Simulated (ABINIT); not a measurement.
Crystal: Ga.

```
CELL_PARAMETERS angstrom
1.38300 -4.02650 0.00000
1.38300 4.02650 0.00000
-0.11745 0.00000 3.32993
ATOMIC_POSITIONS crystal
Ga 0.13100 0.86900 0.75000
Ga 0.86900 0.13100 0.25000
```

This isn't the form of Ga at room conditions, which is orthorhombic.

```yaml
Program: ABINIT 10.8.3 (patched build)
Task: relaxation of cell and atoms
Functional: PBE
Dispersion: D3(BJ)
Potentials_or_basis: JTH PAW PBE v2.0
Cutoff: 463 eV
k_mesh: 6 × 6 × 5
Occupations: fermi-dirac, width 0.05 eV
Spin: no spin polarisation
```

At the start: pressure -0.9 GPa; volume 18.54 Å³/atom.

Q: Where does the relaxation end?

A: Over 6 steps the energy falls by 27.1 meV/atom and the volume is 18.28 Å³/atom (-1.4 %); space group C2/c (No. 15, to 0.05 Å).

The path:
| step | energy change (eV) | largest force (eV/Å) | pressure (GPa) | volume (Å³) |
| --- | --- | --- | --- | --- |
| 1 | 0.0000 | 0.1770 | -0.94 | 37.09 |
| 2 | -0.0036 | 0.1653 | -0.81 | 37.00 |
| 3 | -0.0386 | 0.0588 | 2.06 | 35.49 |
| 4 | -0.0422 | 0.1394 | 2.47 | 35.35 |
| 5 | -0.0484 | 0.0819 | 1.70 | 35.73 |
| 6 | -0.0543 | 0.0249 | 0.19 | 36.57 |

Final structure:
```xyz
2
Lattice="1.4635 -3.8304 0.0124 1.4635 3.8304 0.0124 -0.0952 0.0000 3.2606" Properties=species:S:1:pos:R:3 pbc="T T T"
Ga    1.3922    2.7769    2.4579
Ga    1.4398   -2.7769    0.8276
```

Caveat: the k mesh is coarse (spacing up to 0.40 Å⁻¹), so the values aren't converged; the log and the count of SCF iterations are those of the last ABINIT call alone; pairwise dispersion overbinds metals, which lowers pressure and volume.
